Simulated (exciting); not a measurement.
**Core excitons at the I L₃ edge of NaI**

Aim: the I L₃ absorption edge of NaI with the electron–hole interaction treated explicitly, and what each term of the kernel does.

Calculated with exciting sodium; X-ray absorption, core-level Bethe-Salpeter equation, exchange and statically screened direct term, Tamm-Dancoff, all-electron LAPW+lo PBEsol.

## Step 1: The starting structure

It takes space group Fm-3m (No. 225, cubic). The conventional cell has a = 6.473 Å, b = 6.473 Å, c = 6.473 Å, α = 90.00°, β = 90.00°, γ = 90.00°. Nearest to I lie 6 Na at 3.24 Å. Nearest to Na lie 6 I at 3.24 Å. Farther neighbours and most contacts between anions are not listed.

As a file:

```
I Na
1.0
     0.00000    3.23640    3.23640
     3.23640    0.00000    3.23640
     3.23640    3.23640    0.00000
I Na
1 1
Direct
  0.50000 0.50000 0.50000
  0.00000 0.00000 0.00000
```

Differences between curves are given as r.m.s. difference over r.m.s. height.

## Step 2: The self-consistent potential

The species files are the program's own, with muffin-tin radii set in the input.

The input, input.xml:

```
<input>
  <title>NaI</title>
  <structure speciespath="." autormt="false" epslat="1.0e-5">
    <crystal>
      <basevect>0.0000000000 6.1159096286 6.1159096286</basevect>
      <basevect>6.1159096286 0.0000000000 6.1159096286</basevect>
      <basevect>6.1159096286 6.1159096286 0.0000000000</basevect>
    </crystal>
    <species speciesfile="I.xml" rmt="2.300">
      <atom coord="0.5000000000 0.5000000000 0.5000000000"/>
    </species>
    <species speciesfile="Na.xml" rmt="2.300">
      <atom coord="0.0000000000 0.0000000000 0.0000000000"/>
    </species>
  </structure>
  <groundstate do="fromscratch" xctype="GGA_PBE_SOL" ngridk="4 4 4" rgkmax="7" gmaxvr="14" nempty="8" swidth="0.001" maxscl="100" epsengy="1e-5"/>
</input>
```

Started as:

```bash
> OMP_NUM_THREADS=1 mpirun -n 4 exciting
```

Numbers of over 12 decimals in the logs are rounded to 6 here.

What it wrote:

```text
EXCITING SODIUM started
********************************************************************************
* Ground-state run starting from atomic densities                              *
********************************************************************************
+ Starting initialization                                                      +
[... lattice and species ...]
 Spin treatment                             :    spin-unpolarised
 Number of Bravais lattice symmetries       :      48
[...]
+ Self-consistent loop stopped                                                 +
 STATE.OUT is written
********************************************************************************
* Groundstate module stopped                                                   *
********************************************************************************
 Total time spent (seconds)                 :        25.78
- CAUTION! Warnings have been written in file WARNING.OUT !                    -
| EXCITING SODIUM stopped                                                      =
[key lines of the parts left out:]
Total energy                               :     -7278.23899203
Fermi energy                               :         0.08126156
```

The job ended after 27 s (4 MPI ranks of Intel Xeon at 2.70GHz, shared host).

The warnings file holds hints only, no warning.

The mesh shows a gap of 3.50 eV. Core levels (Dirac, from the valence top):

```csv
atom,level,energy (eV)
I,2s1/2,-5081.5
I,2p1/2,-4767.9
I,2p3/2,-4469.3
I,3s1/2,-1019.7
I,3p1/2,-890.0
I,3p3/2,-833.8
I,3d3/2,-605.1
I,3d5/2,-593.3
I,4s1/2,-173.0
I,4p1/2,-127.7
I,4p3/2,-116.8
```

## Step 3: A richer basis for the empty states

Each species file gets more local orbitals, built from u and its energy derivative at 0.15 Ha and u at 0.9 Ha.

input.xml is that of step 2.

The input, SPECIES.xml, added lines:

```
<lo l="L">  <!-- L = 0, 1, 2 -->
  <wf matchingOrder="0" trialEnergy="0.1500" searchE="false"/>
  <wf matchingOrder="1" trialEnergy="0.1500" searchE="false"/>
  <wf matchingOrder="0" trialEnergy="0.9000" searchE="false"/>
</lo>
```

Started as:

```bash
> OMP_NUM_THREADS=1 mpirun -n 4 exciting
```

What it wrote:

```text
EXCITING SODIUM started
********************************************************************************
* Ground-state run starting from atomic densities                              *
********************************************************************************
+ Starting initialization                                                      +
[... lattice and species ...]
 Spin treatment                             :    spin-unpolarised
 Number of Bravais lattice symmetries       :      48
[...]
+ Self-consistent loop stopped                                                 +
 STATE.OUT is written
********************************************************************************
* Groundstate module stopped                                                   *
********************************************************************************
 Total time spent (seconds)                 :        27.80
- CAUTION! Warnings have been written in file WARNING.OUT !                    -
| EXCITING SODIUM stopped                                                      =
[key lines of the parts left out:]
Total energy                               :     -7278.23934038
Fermi energy                               :         0.08158349
```

It took 30 s on 4 MPI ranks.

Against the first ground state the total energy moves by -5 meV an atom and the gap by 0.00 eV.

## Step 4: Screening, kernels and BSE for I atom 1

The absorber has 6 Na at 3.24 Å (octahedral, site symmetry m-3m).

Changes to input.xml since step 3:

```diff
@@ -15,3 +15,19 @@
   </structure>
-  <groundstate do="fromscratch" xctype="GGA_PBE_SOL" ngridk="4 4 4" rgkmax="7" gmaxvr="14" nempty="8" swidth="0.001" maxscl="100" epsengy="1e-5"/>
+  <groundstate do="skip" xctype="GGA_PBE_SOL" ngridk="4 4 4" rgkmax="7" gmaxvr="14" nempty="8" swidth="0.001" maxscl="100" epsengy="1e-5"/>
+  <xs xstype="BSE" ngridk="4 4 4" ngridq="4 4 4" vkloff="0.097 0.273 0.493" rgkmax="7" nempty="29" gqmax="3" lmaxapwwf="5" lmaxemat="3" broad="0.05659" tevout="true">
+    <energywindow intv="163.931 165.548" points="439"/>
+    <screening screentype="full" nempty="50"/>
+    <BSE xas="true" xasspecies="1" xasatom="1" xasedge="L3" bsetype="singlet" nstlxas="1 25"/>
+    <qpointset>
+      <qpoint>0 0 0</qpoint>
+    </qpointset>
+    <plan>
+      <doonly task="xsgeneigvec"/>
+      <doonly task="writepmatxs"/>
+      <doonly task="scrgeneigvec"/>
+      <doonly task="scrwritepmat"/>
+      <doonly task="screen"/>
+      <doonly task="scrcoulint"/>
+    </plan>
+  </xs>
 </input>
```

The input, input.xml for the exchange start (cutoff and plan only):

```
  gqmax="2"
  <plan>
    <doonly task="exccoulint"/>
  </plan>
```

The input, input.xml for the last start (plan only):

```
  <plan>
    <doonly task="bse"/>
  </plan>
```

Started as:

```bash
> OMP_NUM_THREADS=1 mpirun -n 4 exciting
> OMP_NUM_THREADS=1 mpirun -n 4 exciting
> OMP_NUM_THREADS=4 exciting
```

What it wrote:

```text
| EXCITING SODIUM started for task xsgeneigvec ( 301)                          =
One-shot GS runs for BSE calculations
One-shot GS runs for k+qmt/2 grids
Info(xsgeneigvec): Generating eigenvectors for Q-point      1
Info(xsgeneigvec): Generation of eigenvectors finished
| EXCITING SODIUM started for task writepmatxs ( 320)                          =
Info(writepmatxs): Momentum matrix elements finished
| EXCITING SODIUM started for task scrgeneigvec ( 401)                         =
One-shot GS runs for BSE calculations
One-shot GS runs for k+qmt/2 grids
[...]
Info(setup_bse_block): Setting up RR part of hamiltonian
Info(setup_bse_block): Singlet spin state
Info(bse): Diagonalizing RR Hamiltonian (TDA)
Info(bse): Invoking Lapack routine ZHEEVR
      6400 eigen solutions found in the interval:
         i1=       1 i2=    6400
Info(bse): Writing excition energies and oscillator strengths to text file.
Info(makespectrum_dist): Making spectrum using formula for coupling with time reversed AR basis.
Info(makespectrum_dist): Using formalism for vanishing momentum transfer.
Info(writederived): Writing quantities derived from the macroscopic dielectric function.
Info(bselauncher): Spectrum finished for iqmt=  1
Info(bselauncher): All done for BSE type singlet
```

The job ended after 25 min (4 MPI ranks).

Wall time by task: xsgeneigvec 6.6 s, writepmatxs 11 s, scrgeneigvec 4.7 s, scrwritepmat 4.7 s, screen 75 s, scrcoulint 6.2 min, exccoulint 10 min, bse 6.7 min.

The I L₃ spectrum of I atom 1 (energy from the Kohn–Sham onset, core level to the lowest empty state found on the meshes used, 4472.79 eV; the ground-state mesh sets it, and the shifted mesh has its lowest transition 0.42 eV above it; Im ε scaled to the maximum of the singlet run; cut below the end of the band set):

```
E (eV)  Im ε
 -12.0  0.03
 -11.5  0.03
 -11.0  0.03
 -10.5  0.04
 -10.0  0.04
  -9.5  0.04
  -9.0  0.05
  -8.5  0.05
  -8.0  0.05
  -7.5  0.06
  -7.0  0.06
  -6.5  0.07
  -6.0  0.08
  -5.5  0.09
  -5.0  0.10
  -4.5  0.12
  -4.0  0.14
  -3.5  0.16
  -3.0  0.19
  -2.5  0.24
  -2.0  0.30
  -1.5  0.39
  -1.0  0.51
  -0.5  0.65
   0.0  0.79
   0.5  0.89
   1.0  0.91
   1.5  0.90
   2.0  0.88
   2.5  0.86
   3.0  0.83
   3.5  0.80
   4.0  0.78
   4.5  0.77
   5.0  0.78
   5.5  0.81
   6.0  0.84
   6.5  0.88
   7.0  0.92
   7.5  0.96
   8.0  0.99
   8.5  1.00
   9.0  0.97
   9.5  0.93
  10.0  0.89
  10.5  0.85
  11.0  0.82
  11.5  0.79
  12.0  0.76
  12.5  0.74
  13.0  0.75
  13.5  0.76
  14.0  0.79
  14.5  0.83
  15.0  0.86
  15.5  0.86
  16.0  0.83
  16.5  0.78
  17.0  0.72
  17.5  0.66
  18.0  0.62
  18.5  0.60
  19.0  0.59
```

Maxima (height): 0.9 eV (0.91), 8.3 eV (1.00) and 15.3 eV (0.86).

The Hamiltonian has 6400 rows. The lowest groups of eigenvalues and the brightest ones, on the scale above (the program counts from the shifted mesh's onset, 0.42 eV higher). Core spinors bring spin-forbidden partners, so dark means forbidden by spin or by symmetry, and the shifted mesh splits states that symmetry would keep together:

```csv
energy (eV),states within 10 meV,relative strength
-0.681,4,0.41
-0.045,4,0.074
0.079,4,0.96
0.109,4,1.00
0.251,4,0.096
0.427,4,0.13
0.518,4,0.80
0.577,4,0.77
0.590,4,0.72
8.284,4,0.41
```

## Step 5: Independent particles

Changes to input.xml since step 4:

```diff
@@ -19,3 +19,3 @@
     <screening screentype="full" nempty="50"/>
-    <BSE xas="true" xasspecies="1" xasatom="1" xasedge="L3" bsetype="singlet" nstlxas="1 25"/>
+    <BSE xas="true" xasspecies="1" xasatom="1" xasedge="L3" bsetype="IP" nstlxas="1 25"/>
     <qpointset>
@@ -24,8 +24,3 @@
     <plan>
-      <doonly task="xsgeneigvec"/>
-      <doonly task="writepmatxs"/>
-      <doonly task="scrgeneigvec"/>
-      <doonly task="scrwritepmat"/>
-      <doonly task="screen"/>
-      <doonly task="scrcoulint"/>
+      <doonly task="bse"/>
     </plan>
```

Started as:

```bash
> OMP_NUM_THREADS=4 exciting
```

What it wrote:

```text
| EXCITING SODIUM started for task bse ( 445)                                  =
Info(bselauncher): Init time:    0.910163
Info(bselauncher): Setting up and diagonalizing BSE Hamiltonian.
Info(bselauncher): Using momentum transfer vectors from list :   1 to  1
Info(bselauncher): Distributing qmt-points over   1 processes.
Info(bselauncher): BSE type: IP
Info(bselauncher): Momentum transfer list index: iqmt=  1
Info(bselauncher): Momentum transfer: vqmtl=   0.000   0.000   0.000
Info(bse): Inspecting occupations...
Info(setranges_modxs): Number of non-reduced k-points:       64
[...]
highest unoccupied state:  38
  Opening gap with a scissor of:      0.000/H      0.000/eV
Info(select_transitions): Number of participating transitions:    6400
Info(bse): Selecting transitions...
Info(bse):bsegap (eV):  4473.216879
Info(bse): IP requested, nothing much to do
Info(bse): Writing excition energies and oscillator strengths to text file.
Info(makespectrum_dist): Making spectrum using formula for coupling with time reversed AR basis.
Info(makespectrum_dist): Using formalism for vanishing momentum transfer.
Info(writederived): Writing quantities derived from the macroscopic dielectric function.
Info(bselauncher): Spectrum finished for iqmt=  1
Info(bselauncher): All done for BSE type IP
```

The job ended after 3 s (4 threads).

Maxima (height): 11.0 eV (0.98) and 17.3 eV (1.02). The spectrum differs from the singlet run by 39 % r.m.s. Moving the earlier curve by +3.6 eV leaves 18 %. The highest maximum lies at 17.3 eV (1.02), against 8.3 eV (1.00).

## Step 6: Exchange alone

Changes to input.xml since step 5:

```diff
@@ -19,3 +19,3 @@
     <screening screentype="full" nempty="50"/>
-    <BSE xas="true" xasspecies="1" xasatom="1" xasedge="L3" bsetype="IP" nstlxas="1 25"/>
+    <BSE xas="true" xasspecies="1" xasatom="1" xasedge="L3" bsetype="RPA" nstlxas="1 25"/>
     <qpointset>
```

Started as:

```bash
> OMP_NUM_THREADS=4 exciting
```

What it wrote:

```text
| EXCITING SODIUM started for task bse ( 445)                                  =
Info(bselauncher): Init time:    0.827040
Info(bselauncher): Setting up and diagonalizing BSE Hamiltonian.
Info(bselauncher): Using momentum transfer vectors from list :   1 to  1
Info(bselauncher): Distributing qmt-points over   1 processes.
Info(bselauncher): BSE type: RPA
Info(bselauncher): Momentum transfer list index: iqmt=  1
Info(bselauncher): Momentum transfer: vqmtl=   0.000   0.000   0.000
Info(bse): Inspecting occupations...
Info(setranges_modxs): Number of non-reduced k-points:       64
[...]
Info(setup_bse_block): Setting up RR part of hamiltonian
Info(setup_bse_block): Using RPA approximation
Info(bse): Diagonalizing RR Hamiltonian (TDA)
Info(bse): Invoking Lapack routine ZHEEVR
      6400 eigen solutions found in the interval:
         i1=       1 i2=    6400
Info(bse): Writing excition energies and oscillator strengths to text file.
Info(makespectrum_dist): Making spectrum using formula for coupling with time reversed AR basis.
Info(makespectrum_dist): Using formalism for vanishing momentum transfer.
Info(writederived): Writing quantities derived from the macroscopic dielectric function.
Info(bselauncher): Spectrum finished for iqmt=  1
Info(bselauncher): All done for BSE type RPA
```

Wall time 5.7 min (4 threads).

Maxima (height): 11.0 eV (0.98) and 17.3 eV (1.02). The spectrum is that of the independent-particle run within 1 %.

## Step 7: Direct term alone

Changes to input.xml since step 6:

```diff
@@ -19,3 +19,3 @@
     <screening screentype="full" nempty="50"/>
-    <BSE xas="true" xasspecies="1" xasatom="1" xasedge="L3" bsetype="RPA" nstlxas="1 25"/>
+    <BSE xas="true" xasspecies="1" xasatom="1" xasedge="L3" bsetype="triplet" nstlxas="1 25"/>
     <qpointset>
```

Started as:

```bash
> OMP_NUM_THREADS=4 exciting
```

What it wrote:

```text
| EXCITING SODIUM started for task bse ( 445)                                  =
Info(bselauncher): Init time:    0.807281
Info(bselauncher): Setting up and diagonalizing BSE Hamiltonian.
Info(bselauncher): Using momentum transfer vectors from list :   1 to  1
Info(bselauncher): Distributing qmt-points over   1 processes.
Info(bselauncher): BSE type: triplet
Info(bselauncher): Momentum transfer list index: iqmt=  1
Info(bselauncher): Momentum transfer: vqmtl=   0.000   0.000   0.000
Info(bse): Inspecting occupations...
[...]
Info(setup_bse_block): Setting up RR part of hamiltonian
Info(setup_bse_block): Triplet spin state
Info(bse): Diagonalizing RR Hamiltonian (TDA)
Info(bse): Invoking Lapack routine ZHEEVR
      6400 eigen solutions found in the interval:
         i1=       1 i2=    6400
Info(bse): Writing excition energies and oscillator strengths to text file.
Info(makespectrum_dist): Making spectrum using formula for coupling with time reversed AR basis.
Info(makespectrum_dist): Using formalism for vanishing momentum transfer.
Info(writederived): Writing quantities derived from the macroscopic dielectric function.
Info(bselauncher): Spectrum finished for iqmt=  1
Info(bselauncher): All done for BSE type triplet
```

Wall time 6.4 min (4 threads).

Maxima (height): 0.9 eV (0.91), 8.3 eV (1.00) and 15.3 eV (0.86). The spectrum is that of the singlet run within 1 %.

## Step 8: Local-field cutoff

Changed against the first singlet run: cutoff of the screened term (bohr⁻¹) from 3 to 1.5 and cutoff of the exchange term (bohr⁻¹) from 2 to 1.5.

Changes to input.xml since step 7:

```diff
@@ -16,6 +16,6 @@
   <groundstate do="skip" xctype="GGA_PBE_SOL" ngridk="4 4 4" rgkmax="7" gmaxvr="14" nempty="8" swidth="0.001" maxscl="100" epsengy="1e-5"/>
-  <xs xstype="BSE" ngridk="4 4 4" ngridq="4 4 4" vkloff="0.097 0.273 0.493" rgkmax="7" nempty="29" gqmax="3" lmaxapwwf="5" lmaxemat="3" broad="0.05659" tevout="true">
+  <xs xstype="BSE" ngridk="4 4 4" ngridq="4 4 4" vkloff="0.097 0.273 0.493" rgkmax="7" nempty="29" gqmax="1.5" lmaxapwwf="5" lmaxemat="3" broad="0.05659" tevout="true">
     <energywindow intv="163.931 165.548" points="439"/>
     <screening screentype="full" nempty="50"/>
-    <BSE xas="true" xasspecies="1" xasatom="1" xasedge="L3" bsetype="triplet" nstlxas="1 25"/>
+    <BSE xas="true" xasspecies="1" xasatom="1" xasedge="L3" bsetype="singlet" nstlxas="1 25"/>
     <qpointset>
@@ -24,3 +24,6 @@
     <plan>
-      <doonly task="bse"/>
+      <doonly task="xsgeneigvec"/>
+      <doonly task="screen"/>
+      <doonly task="scrcoulint"/>
+      <doonly task="exccoulint"/>
     </plan>
```

The input, input.xml for the last start (plan only):

```
  <plan>
    <doonly task="bse"/>
  </plan>
```

Started as:

```bash
> OMP_NUM_THREADS=1 mpirun -n 4 exciting
> OMP_NUM_THREADS=4 exciting
```

What it wrote:

```text
| EXCITING SODIUM started for task xsgeneigvec ( 301)                          =
One-shot GS runs for BSE calculations
One-shot GS runs for k+qmt/2 grids
Info(xsgeneigvec): Generating eigenvectors for Q-point      1
Info(xsgeneigvec): Generation of eigenvectors finished
| EXCITING SODIUM started for task screen ( 430)                               =
Info(screenlauncher): Calculating screening for unshifted q-grid.
Info(screenlauncher): Number of q points:       8
Info(screenlauncher): lowest (partially)  unoccupied state:     14
[...]
Info(setup_bse_block): Setting up RR part of hamiltonian
Info(setup_bse_block): Singlet spin state
Info(bse): Diagonalizing RR Hamiltonian (TDA)
Info(bse): Invoking Lapack routine ZHEEVR
      6400 eigen solutions found in the interval:
         i1=       1 i2=    6400
Info(bse): Writing excition energies and oscillator strengths to text file.
Info(makespectrum_dist): Making spectrum using formula for coupling with time reversed AR basis.
Info(makespectrum_dist): Using formalism for vanishing momentum transfer.
Info(writederived): Writing quantities derived from the macroscopic dielectric function.
Info(bselauncher): Spectrum finished for iqmt=  1
Info(bselauncher): All done for BSE type singlet
```

The job ended after 13 min (4 MPI ranks).

These settings are cheaper. The spectrum differs from the singlet run by 4 % r.m.s. The first bright state moves from -0.68 to -0.47 eV. The kernels miss the short-range part of the Coulomb interaction, its components above their cutoff.

| E (eV) | first run | this run |
| --- | --- | --- |
| -12.0 | 0.03 | 0.03 |
| -11.0 | 0.03 | 0.03 |
| -10.0 | 0.04 | 0.04 |
| -9.0 | 0.05 | 0.04 |
| -8.0 | 0.05 | 0.05 |
| -7.0 | 0.06 | 0.06 |
| -6.0 | 0.08 | 0.08 |
| -5.0 | 0.10 | 0.10 |
| -4.0 | 0.14 | 0.13 |
| -3.0 | 0.19 | 0.18 |
| -2.0 | 0.30 | 0.27 |
| -1.0 | 0.51 | 0.45 |
| 0.0 | 0.79 | 0.72 |
| 1.0 | 0.91 | 0.90 |
| 2.0 | 0.88 | 0.92 |
| 3.0 | 0.83 | 0.89 |
| 4.0 | 0.78 | 0.84 |
| 5.0 | 0.78 | 0.84 |
| 6.0 | 0.84 | 0.89 |
| 7.0 | 0.92 | 0.96 |
| 8.0 | 0.99 | 1.02 |
| 9.0 | 0.97 | 0.99 |
| 10.0 | 0.89 | 0.89 |
| 11.0 | 0.82 | 0.81 |
| 12.0 | 0.76 | 0.75 |
| 13.0 | 0.75 | 0.73 |
| 14.0 | 0.79 | 0.78 |
| 15.0 | 0.86 | 0.83 |
| 16.0 | 0.83 | 0.81 |
| 17.0 | 0.72 | 0.71 |
| 18.0 | 0.62 | 0.62 |
| 19.0 | 0.59 | 0.58 |

[end of part 1 of 2]

[Banner, clock and machine lines of the logs are left out without a mark of their own.]

[Logs are printed without paths, hosts, clocks, repeated set-up lines and the standing remarks that a program may print on its own settings, such as how far it seeks lower states.]

[Hosts, paths, dates, database ids (printed as entryN), source tags and the programs' standing remarks are cut or masked in the printed files.]
